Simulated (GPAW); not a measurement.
The system is YN.

```
CELL_PARAMETERS angstrom
0.00000 2.43850 2.43850
2.43850 0.00000 2.43850
2.43850 2.43850 0.00000
ATOMIC_POSITIONS crystal
Y 0.00000 0.00000 0.00000
N 0.50000 0.50000 0.50000
```

Base run:

| Item | Value |
| --- | --- |
| Program | GPAW 26.7.0 |
| Functional | PBEsol |
| Potentials or basis | PAW data sets generated in the run's folder for this functional |
| Cutoff | 800 eV |
| Basis | pw |
| k mesh | 9 × 9 × 9 |
| Occupations | fermi-dirac, width 0.05 eV |
| Spin | no spin polarisation |
| Hubbard terms | Y d U = 8 eV |

Its results: band gap on the k mesh 1.66 eV, indirect (least direct gap 2.15 eV); pressure 19.4 GPa.

Question: The run is repeated on the same cell with these changes: hubbard terms from Y d U = 8 eV to none. What comes out?

Answer: Band gap on the k mesh 0.17 eV, indirect (least direct gap 0.58 eV); pressure -3.2 GPa.

The U term pushes filled and empty states of the shell apart.

A k mesh can miss the band edges.
